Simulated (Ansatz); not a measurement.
# TaC: the cost of one run

Computed with Ansatz 0.2.0 (DFT PBE with spin–orbit coupling, plane waves, PAW, unless a step's input says otherwise).

1 further run of the same task is left out (set aside as unsound or not needed).

**1. Starting point**

The structure is cubic, space group Fm-3m (No. 225). Conventional cell: a = 4.454 Å, b = 4.454 Å, c = 4.454 Å, α = 90.00°, β = 90.00°, γ = 90.00°. Ta (site symmetry m-3m) has 6 C at 2.23 Å as nearest neighbours. C (site symmetry m-3m) is surrounded by 6 Ta at 2.23 Å.

As a file:

```xyz
2
Lattice="0.0000 2.2270 2.2270 2.2270 0.0000 2.2270 2.2270 2.2270 0.0000" Properties=species:S:1:pos:R:3 pbc="T T T"
Ta    0.0000    0.0000    0.0000
C     2.2270    2.2270    2.2270
```

The cell is the deposited one, not relaxed. At PBE, without spin–orbit coupling, an earlier run found 4.86 GPa for this cell of 11.045 Å³/atom (14×14×14 mesh), no gap. The cell is compressed at this level.

**2. Spin-orbit coupling: bands, spin texture, Fermi surface**

input.yaml

```yaml
crystal:
  lattice:
    - [0.0, 2.226998583, 2.226998583]
    - [2.226998583, 0.0, 2.226998583]
    - [2.226998583, 2.226998583, 0.0]
  atoms:
    - { symbol: Ta, position: [0.0, 0.0, 0.0] }
    - { symbol: C, position: [0.5, 0.5, 0.5] }
basis:
  ecutwfc: 420
  ecutrho_ratio: 4
kpoints:
  mp_grid: { grid: [10, 10, 10] }
  band_path:
    path:
      - [[0.0, 0.0, 0.0], [0.5, 0.0, 0.5], [0.625, 0.25, 0.625]]
      - [[0.375, 0.375, 0.75], [0.0, 0.0, 0.0], [0.5, 0.5, 0.5], [0.5, 0.25, 0.75], [0.5, 0.0, 0.5]]
    npoints: 10
hamiltonian:
  xc: pbe
scf:
  occupations: { method: gaussian, width: 0.05 }
output:
  forces: true
  stress: true
  eigenvalues: true
  populations: true
  eigenstates:
    nscf_kmesh: { grid: [20, 20, 20] }
    de_dk: true
    e_range: [-2.5, 2.5]
  write_density: true
  write_potential: true
  elf: true
  volumetric_format: npy
magnetization:
  noncollinear: true
  spin_orbit: true
```

On the command line:

```console
ansatz run input.yaml --threads 4 --pin off --max-ram 9216MiB --backend cpu --events-out ev --progress --plain --runs-dir out
```

Q: Estimate wall time and peak memory on 4 threads of Intel Xeon at 2.50GHz (Skylake/Cascade Lake), shared host.

About 15 s, with a peak of 0.47 GiB.
